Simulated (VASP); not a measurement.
# Al: single point with LDA

The system is Al.

```xyz
2
Lattice="2.8329 0.0000 0.0000 -1.4165 2.4534 0.0000 0.0000 0.0000 4.5957" Properties=species:S:1:pos:R:3 pbc="T T T"
Al    0.0000    1.6356    1.1489
Al    1.4165    0.8178    3.4468
```

This isn't the form of Al at room conditions, which is fcc.

The cell isn't the ideal one: functional lda, volume scaled by 0.96.

| Item | Value |
| --- | --- |
| Program | VASP 6.6.1 |
| Task | single point |
| Functional | LDA |
| Potentials or basis | VASP PAW LDA potentials, release 64 (Al) |
| Cutoff | 520 eV |
| k mesh | 18 × 18 × 10 |
| Occupations | fermi-dirac, width 0.03 eV |
| Spin | no spin polarisation |

The pressure is -0.1 GPa and the band gap on the k mesh is none (metal or under the smearing width).

Levels at points of the mesh, in eV from the Fermi level:
| k point | band 1 | band 2 | band 3 | band 4 | band 5 | band 6 | band 7 |
| --- | --- | --- | --- | --- | --- | --- | --- |
| (0.00, 0.00, 0.00) | -11.34 | -4.65 | -4.37 | 10.60 | 10.60 | 11.02 | 11.02 |
| (0.50, 0.00, 0.00) | -5.45 | -5.25 | 0.60 | 1.21 | 1.51 | 1.84 | 5.59 |
| (0.00, 0.00, 0.50) | -9.60 | -9.60 | 3.61 | 3.61 | 11.86 | 11.86 | 11.86 |
| (0.50, 0.00, 0.50) | -4.01 | -4.01 | -3.29 | -3.29 | 7.07 | 7.07 | 7.67 |

Wall time 19 s on 1 thread of Intel(R) Xeon(R) 6975P-C (Granite Rapids), on a shared host, peak memory 0.16 GiB.
